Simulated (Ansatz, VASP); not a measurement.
# W in VASP and in Ansatz

```
W
1.0
     0.00000    2.21405    4.98701
     1.53928    0.00000    4.98701
     1.53928    2.21405    0.00000
W
2
Cartesian
  1.5393 2.2140 8.6454
  1.5393 2.2140 1.3286
```

Alike in both runs: functional PBE; k mesh 22 × 22 × 22; occupations gaussian, width 0.1 eV; no spin polarisation.

Ansatz relaxed the structure, and its values are those at the end. VASP's run is a single point on that final structure, the one shown.

|  | VASP | Ansatz |
| --- | --- | --- |
| version | VASP 6.6.1 | Ansatz 0.2.0 |
| potentials or method | VASP PAW PBE potentials, release 64 (W_sv) | scalar-relativistic, plane waves, PAW |
| plane-wave cutoff (eV) | 520 | 420 |
| valence electrons in the cell | 28 | 28 |

```tsv
	VASP	Ansatz	Ansatz less VASP
gap on the k mesh at the Fermi level (eV)	none	none	-
pressure (GPa)	0.6	0.0	-0.59
```

A gap of «none» marks a metal or a gap that the smearing closes.

The runs have no spin-orbit coupling, so splittings on W are missing.
